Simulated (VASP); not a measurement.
# CdS (Hawleyite) (F-43m) in VASP: further runs, part 2 of 2

VASP 6.6.1. The steps go on from the part before.

### 4 Dielectric tensor, LDA

File INCAR:

```
  ALGO = Normal
  EDIFF = 1E-8
  ENCUT = 400
  GGA = CA
  ISIF = 2
  ISMEAR = 0
  LASPH = True
  LCHARG = False
  LEPSILON = True
  LREAL = False
  LWAVE = False
  NELM = 100
  PREC = Accurate
  SIGMA = 0.01
```

File KPOINTS:

```
k-points
0
Gamma
  6 6 6
```

File POSCAR:

```
CdS
1.0
    0.0000000000      2.9165000000      2.9165000000
    2.9165000000      0.0000000000      2.9165000000
    2.9165000000      2.9165000000      0.0000000000
Cd S
1 1
Direct
    0.0000000000      0.0000000000      0.0000000000
    0.7500000000      0.7500000000      0.7500000000
```

Potentials or basis: VASP PAW LDA potentials, release 64 (Cd, S).

Launch:

```console
cat potpaw_LDA.64/Cd/POTCAR potpaw_LDA.64/S/POTCAR > POTCAR
mpirun -np 1 vasp_std > vasp.out
```

OUTCAR:

```text
EDIFF = 1E-8
   ENCUT = 400
   GGA = CA
   ISIF = 2
   ISMEAR = 0
   LASPH = True
   LEPSILON = True
   LREAL = False
   NELM = 100
   PREC = Accurate

 Found     16 irreducible k-points:

 Following reciprocal coordinates:
            Coordinates               Weight
  0.000000  0.000000  0.000000      1.000000
  0.166667  0.000000  0.000000      8.000000
  0.333333  0.000000  0.000000      8.000000
  0.500000  0.000000  0.000000      4.000000
  0.166667  0.166667  0.000000      6.000000
  0.333333  0.166667  0.000000     24.000000
   k-points           NKPTS =     16   k-points in BZ     NKDIM =     16   number of bands    NBANDS=     13
   number of dos      NEDOS =    301   number of ions     NIONS =      2
   total plane-waves  NPLWV =  21952
   dimension x,y,z NGX =    28 NGY =   28 NGZ =   28
   dimension x,y,z NGXF=    56 NGYF=   56 NGZF=   56
   ions per type =               1   1
   NGX,Y,Z   is equivalent  to a cutoff of  11.29, 11.29, 11.29 a.u.
   NGXF,Y,Z  is equivalent  to a cutoff of  22.57, 22.57, 22.57 a.u.
 SYSTEM =  unknown system
   PREC   = accura    normal or accurate (medium, high low for compatibility)
   ISTART =      0    job   : 0-new  1-cont  2-samecut
   ICHARG =      2    charge: 1-file 2-atom 10-const
   ISPIN  =      1    spin polarized calculation?
   LNONCOLLINEAR =      F non collinear calculations
   LSORBIT =      F    spin-orbit coupling
   LASPH  =      T    aspherical Exc in radial PAW
   ENCUT  =  400.0 eV  29.40 Ry    5.42 a.u.   6.73  6.73  6.73*2*pi/ulx,y,z
   NELM   =    100;   NELMIN=  2; NELMDL= -5     # of ELM steps
   EDIFF  = 0.1E-07   stopping-criterion for ELM
   LREAL  =      F    real-space projection
   EDIFFG = 0.1E-06   stopping-criterion for IOM
   NSW    =      0    number of steps for IOM
   IBRION =     -1    ionic relax: 0-MD 1-quasi-New 2-CG
[... 8 lines left out ...]
   EMIN   =  10.00;   EMAX   =-10.00  energy-range for DOS
   EFERMI =   0.00;   METHOD = LEGACY
   ISMEAR =     0;   SIGMA  =   0.01  broadening in eV -4-tet -1-fermi 0-gaus
   EFERMI_NEDOS =   21; number of points for ismear=-14 and -15
   IALGO  =     38    algorithm
   IMIX   =      4    mixing-type and parameters
     AMIX     =   0.40;   BMIX     =  1.00
[... 161 lines left out ...]
           0.000000     0.000000     9.702496
 ------------------------------------------------------

 Free energy of the ion-electron system (eV)
  ---------------------------------------------------
  ---------------------------------------------------
  free energy    TOTEN  =        -1.18206871 eV

  energy without entropy =       -1.18206871

------------------------ aborting loop because EDIFF is reached ----------------------------------------

--------------------------------------- Ionic step        2  -------------------------------------------

------------------------ aborting loop because EDIFF is reached ----------------------------------------

--------------------------------------- Ionic step        3  -------------------------------------------

 Free energy of the ion-electron system (eV)
  ---------------------------------------------------
  ---------------------------------------------------
  free energy    TOTEN  =        -1.18206815 eV

  energy without entropy =       -1.18206815

------------------------ aborting loop because EDIFF is reached ----------------------------------------

 PIEZOELECTRIC TENSOR FIELD DIRECTION 3  (e Angst)
 -----------------------------------------------------------------------------
    -0.00108  2.15852  0.00000           (  0.00000 -0.03775  0.00000)
     2.15852 -0.00108  0.00000           ( -0.03775  0.00000  0.00000)
     0.00000  0.00000  0.00068           (  0.00000  0.00000 -0.00000)

 PIEZOELECTRIC TENSOR FIELD DIRECTION 3  (C/m^2)
 -----------------------------------------------------------------------------
    -0.00035  0.69703  0.00000
     0.69703 -0.00035  0.00000
     0.00000  0.00000  0.00022

 MACROSCOPIC STATIC DIELECTRIC TENSOR (including local field effects in DFT)
 ------------------------------------------------------
           9.290640     0.000000     0.000000
          -0.000000     9.290640    -0.000000
           0.000000    -0.000000     9.290640
 ------------------------------------------------------

 PIEZOELECTRIC TENSOR (including local field effects)  for field in x, y, z        (e  Angst)
          XX          YY          ZZ          XY          YZ          ZX
  --------------------------------------------------------------------------------
  x     0.00000     0.00000     0.00000     0.00000     2.18142    -0.00000
  y     0.00000    -0.00000     0.00000    -0.00000     0.00000     2.18142
  z     0.00000    -0.00000     0.00000     2.18142    -0.00000     0.00000

 PIEZOELECTRIC TENSOR (including local field effects)  for field in x, y, z        (C/m^2)
          XX          YY          ZZ          XY          YZ          ZX
  --------------------------------------------------------------------------------
  x     0.00000     0.00000     0.00000     0.00000     0.70442    -0.00000
  y     0.00000    -0.00000     0.00000    -0.00000     0.00000     0.70442
  z     0.00000    -0.00000     0.00000     0.70442    -0.00000     0.00000

 BORN EFFECTIVE CHARGES (including local field effects) (in |e|, cummulative output)
 ---------------------------------------------------------------------------------
 ion    1
    1     2.32502     0.00000     0.00000
    2     0.00000     2.32502     0.00000
    3    -0.00000    -0.00000     2.32502
 ion    2
    1    -2.32502     0.00000     0.00000
    2    -0.00000    -2.32502    -0.00000
    3     0.00000     0.00000    -2.32502
```

OSZICAR:

```text
N       E                     dE             d eps       ncg     rms          rms(c)
DAV:   1     0.954851756738E+02    0.95485E+02   -0.79916E+03   424   0.103E+03
[... 13 lines left out ...]
RMM:   6    -0.118183702486E+01   -0.16576E-02   -0.34423E-05  1941   0.444E-02    0.166E-02
RMM:   7    -0.118201012290E+01   -0.17310E-03   -0.46661E-07  1964   0.106E-02    0.190E-03
RMM:   8    -0.118206921145E+01   -0.59089E-04   -0.42242E-07  1898   0.288E-03    0.653E-04
RMM:   9    -0.118206605835E+01    0.31531E-05   -0.19901E-06  1956   0.686E-04    0.403E-04
RMM:  10    -0.118206921320E+01   -0.31548E-05    0.19559E-06  1901   0.349E-04    0.482E-05
RMM:  11    -0.118206842292E+01    0.79028E-06    0.71368E-07  1202   0.774E-05    0.177E-05
RMM:  12    -0.118206814814E+01    0.27478E-06   -0.48818E-09  1032   0.737E-05    0.917E-06
```

It took 62 s on 1 thread of Intel Xeon Platinum 8488C (Sapphire Rapids), shared host; peak memory 0.18 GiB.

The run converged, but some of its settings lie outside the range that counts as converged, so its numbers aren't taken as properties of the crystal.

What came out:

* Band gap on the k mesh: 0.89 eV, direct
* Electronic dielectric tensor (diagonal): 9.29
* Born charges (mean of the diagonal): Cd +2.33; S -2.33 e

### 5 The reference run

An earlier run on the cell as given: functional PBE; potentials or basis VASP PAW PBE potentials, release 64 (Cd, S); cutoff 520 eV; k mesh 8 × 8 × 8; occupations fermi-dirac, width 0.05 eV; no spin polarisation.

* Pressure: 3.2 GPa
* Band gap on the k mesh: 1.15 eV, direct
